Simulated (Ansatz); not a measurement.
Equation of state of tellurium, diamond

Computed with Ansatz 0.2.0, DFT, revPBE, plane waves (420 eV) with PAW, scalar-relativistic. (PAW data from PBE, frozen cores regenerated.)

The cell is scaled uniformly from the relaxed one, with fractional coordinates and shape fixed. Energies are extrapolated to zero smearing, pressures are those at the given smearing. Magnetic state: spin not included.

```json
{"V (Å³/atom)": "41.992", "E − E₀ (meV/atom)": "65.3", "P (GPa)": "4.10"}
{"V (Å³/atom)": "43.900", "E − E₀ (meV/atom)": "26.8", "P (GPa)": "2.43"}
{"V (Å³/atom)": "45.809", "E − E₀ (meV/atom)": "6.2", "P (GPa)": "1.09"}
{"V (Å³/atom)": "47.718", "E − E₀ (meV/atom)": "0.0", "P (GPa)": "0.01"}
{"V (Å³/atom)": "49.627", "E − E₀ (meV/atom)": "5.4", "P (GPa)": "-0.86"}
{"V (Å³/atom)": "51.535", "E − E₀ (meV/atom)": "20.3", "P (GPa)": "-1.56"}
{"V (Å³/atom)": "53.444", "E − E₀ (meV/atom)": "42.7", "P (GPa)": "-2.12"}
```

Task: Fit a third-order Birch-Murnaghan equation.

Result: V₀ = 47.71 Å³/atom, B₀ = 24 GPa, B₀′ = 4.4.
